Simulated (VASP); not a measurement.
# AlFe, density of states at the Fermi level: which settings are enough?

AlFe, Pm-3m (no. 221), 2 atoms in the cell. PBE, density of states on a second, denser mesh; PAW potentials Fe, Al (PBE set). VASP 6.6.1.

Wanted: states at the Fermi level within 5 %; Fermi level on the dense mesh within 0.02 eV.

POSCAR:
```
AlFe
1.0
    2.9100000000      0.0000000000      0.0000000000
    0.0000000000      2.9100000000      0.0000000000
    0.0000000000      0.0000000000      2.9100000000
Fe Al
1 1
Direct
    0.5000000000      0.5000000000      0.5000000000
    0.0000000000      0.0000000000      0.0000000000
```

The series start from KSPACING_OPT: 0.14; k mesh: 8 × 8 × 8; Cutoff ENCUT (eV): 400; NEDOS: 3001; KPOINTS_OPT_MODE: 1. Each series keeps the choices made before it, and each single choice may use up half of a tolerance.

## KSPACING_OPT

| KSPACING_OPT | States at the Fermi level (states/eV/atom) | Fermi level on the dense mesh (eV) | Time (s) |
|---|---|---|---|
| 0.4 | 1.342 | 7.686 | 8.1 |
| 0.28 | 1.427 | 7.679 | 9.0 |
| 0.2 | 1.278 | 7.680 | 10 |
| 0.14 | 1.225 | 7.681 | 18 |
| 0.1 | 1.2 | 7.681 | 30 |
| 0.075 | 1.174 | 7.680 | 49 |
| 0.06 (reference) | 1.166 | 7.681 | 93 |

Chosen: 0.075, the loosest value from which every tighter one stays within half of the tolerance.

## k mesh

| k mesh | States at the Fermi level (states/eV/atom) | Fermi level on the dense mesh (eV) | Time (s) |
|---|---|---|---|
| 4 × 4 × 4 | 1.166 | 7.718 | 44 |
| 5 × 5 × 5 | 1.2 | 7.733 | 44 |
| 7 × 7 × 7 | 1.187 | 7.713 | 45 |
| 8 × 8 × 8 | 1.174 | 7.680 | 49 |
| 10 × 10 × 10 | 1.173 | 7.678 | 57 |
| 13 × 13 × 13 (reference) | 1.17 | 7.673 | 61 |

Chosen: 8 × 8 × 8.

## Cutoff ENCUT (eV)

| Cutoff ENCUT (eV) | States at the Fermi level (states/eV/atom) | Fermi level on the dense mesh (eV) | Time (s) |
|---|---|---|---|
| 250 | 1.168 | 7.675 | 27 |
| 300 | 1.173 | 7.687 | 38 |
| 350 | 1.173 | 7.683 | 54 |
| 400 | 1.174 | 7.680 | 49 |
| 500 | 1.173 | 7.680 | 89 |
| 600 | 1.174 | 7.679 | 81 |
| 750 (reference) | 1.174 | 7.679 | 147 |

Chosen: 250.

## NEDOS

| NEDOS | States at the Fermi level (states/eV/atom) | Fermi level on the dense mesh (eV) | Time (s) |
|---|---|---|---|
| 301 | 1.646 | 7.678 | 28 |
| 1001 | 1.169 | 7.675 | 29 |
| 3001 | 1.168 | 7.675 | 27 |
| 9001 (reference) | 1.168 | 7.675 | 29 |

Chosen: 1001.

## KPOINTS_OPT_MODE

| KPOINTS_OPT_MODE | States at the Fermi level (states/eV/atom) | Fermi level on the dense mesh (eV) | Time (s) |
|---|---|---|---|
| 1 | 1.169 | 7.675 | 29 |
| 2 | 1.169 | 7.675 | 38 |

Chosen: 1; no other choice that stays within half of the tolerance saves 30 % of the time.

## All choices together

| Input | States at the Fermi level (states/eV/atom) | Fermi level on the dense mesh (eV) | Time (s) |
|---|---|---|---|
| program defaults, k points 0.5 per Å apart (naive) | 1.004 | 7.794 | 1.0 |
| chosen settings | 1.169 | 7.675 | 29 |
| reference settings throughout | 1.161 | 7.672 | 289 |

The tolerance is met.

## The input

INCAR:
```
SYSTEM = AlFe
PREC     = Accurate       ! precision mode
ENCUT    = 250            ! plane-wave cutoff, eV
EDIFF    = 1E-6           ! SCF threshold, eV
ISMEAR   = -5             ! smearing method
SIGMA    = 0.05           ! smearing width, eV
LASPH    = .True.         ! aspherical terms in the spheres
LREAL    = .False.        ! projectors in reciprocal space
ALGO     = Normal         ! electronic algorithm
NELM     = 120            ! most SCF steps
LWAVE    = .False.        ! write WAVECAR
LCHARG   = .False.        ! write CHGCAR
NBANDS   = 18             ! bands
KPAR     = 2            
GGA      = PE             ! functional
ISPIN    = 2              ! spin polarisation
MAGMOM   = 3 0            ! initial moments
LMAXMIX  = 4              ! l up to which the mixer works
NEDOS    = 1001           ! points of the DOS
KSPACING_OPT= 0.075        
KPOINTS_OPT_MODE= 1             
```

KPOINTS:
```
Automatic mesh
0
Gamma
  8 8 8
  0 0 0
```

Commands:
```
cat potpaw_PBE.64/Fe/POTCAR potpaw_PBE.64/Al/POTCAR > POTCAR
mpirun -np 2 vasp_std > vasp.out
```

The chosen input took VASP 6.6.1 29 s on 2 cores (AMD EPYC 9R45 (Zen 5)), a shared host.

## An input that fails: no diagonalisation on the second mesh

It runs to its end, but against the unchanged starting input it is off by 67 % in the states at the Fermi level, 17.821 eV in the Fermi level on the dense mesh.

Changes against the starting input:
```
- KPOINTS_OPT_MODE = 1
+ KPOINTS_OPT_MODE = 0
```
